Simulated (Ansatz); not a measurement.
# EuS: from a first guess to the relaxed rocksalt type

First guess:

```
CELL_PARAMETERS angstrom
0.00000 2.78338 2.78338
2.78338 0.00000 2.78338
2.78338 2.78338 0.00000
ATOMIC_POSITIONS crystal
Eu 0.00000 0.00000 0.00000
S 0.50000 0.50000 0.50000
```

Theory: Ansatz 0.2.0, DFT, PBE, PAW with Ansatz's default frozen-core files, scalar-relativistic.

Cell and atoms relax within the symmetry of the start on a 10×10×10 k mesh with 0.08 eV Fermi–Dirac smearing, from parallel moments.

The start is built from a prototype, known or not as a phase of this compound; the cutoff is 420 eV.

Where the f shell is localised, expect the real compound to differ from this run without U.

Spin–orbit coupling is left out, though it moves levels of the heavy atoms by tenths of an eV or more.

The magnetic state is the one reached from parallel moments; other orders may lie lower.

Question: What is the pressure of the first guess?

Answer: 10.56 GPa.

Question: What does it relax to?

Answer: a = 5.848 Å, b = 5.848 Å, c = 5.848 Å, α = 90.00°, β = 90.00°, γ = 90.00° (conventional cell), 25.01 Å³ per atom:
```xyz
2
Lattice="0.0000 2.9242 2.9242 2.9242 0.0000 2.9242 2.9242 2.9242 0.0000" Properties=species:S:1:pos:R:3 pbc="T T T"
Eu    0.0000    0.0000    0.0000
S     2.9242    2.9242    2.9242
```

Question: How much energy does the relaxation release?

Answer: 100 meV/atom.

Question: What moment does the relaxed primitive cell (2 atoms) carry?

Answer: 6.95 μB.
